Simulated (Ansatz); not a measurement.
TiNi:

```
CELL_PARAMETERS angstrom
2.73580 0.00000 0.00000
0.00000 2.73580 0.00000
0.00000 0.00000 3.58141
ATOMIC_POSITIONS crystal
Ni 0.00000 0.00000 0.00000
Ti 0.50000 0.50000 0.50000
```

The cell comes from a database or a generator and needn't be the stable form of this composition.

Base run:

```yaml
Program: Ansatz 0.2.0
Functional: PBEsol
Potentials_or_basis: Ansatz PAW
Cutoff: "420 eV (not typed: the program's choice for these potentials)"
k_mesh: 8 × 8 × 6
Occupations: fermi-dirac, width 0.05 eV
Spin: collinear spin, ferromagnetic start
Starting_moments: "[0.75, 0.75] μB"
Fixed_moment: 1.5 μB
```

Its results: pressure -3.4 GPa; site moments Ni +0.44; Ti +0.79 μB.

Question: After a change of settings the same cell gave: pressure 5.8 GPa; site moments Ni +1.06; Ti +1.32 μB. Which change was it?
A. fixed moment from 1.5 μB to 3 μB; moments at the start from [0.75, 0.75] to [1.5, 1.5]
B. fixed moment from 1.5 μB to 1 μB; moments at the start from [0.75, 0.75] to [0.5, 0.5]
C. fixed moment from 1.5 μB to 2 μB; moments at the start from [0.75, 0.75] to [1.0, 1.0]
D. fixed moment from 1.5 μB to 0.5 μB; moments at the start from [0.75, 0.75] to [0.25, 0.25]

Answer: A.

Caveats: the total moment is fixed, so each spin has its own Fermi level; the PAW data sets come from PBE, with cores solved anew for the run's functional, which leaves a small shift of forces and pressure; the thresholds are loose for stress.
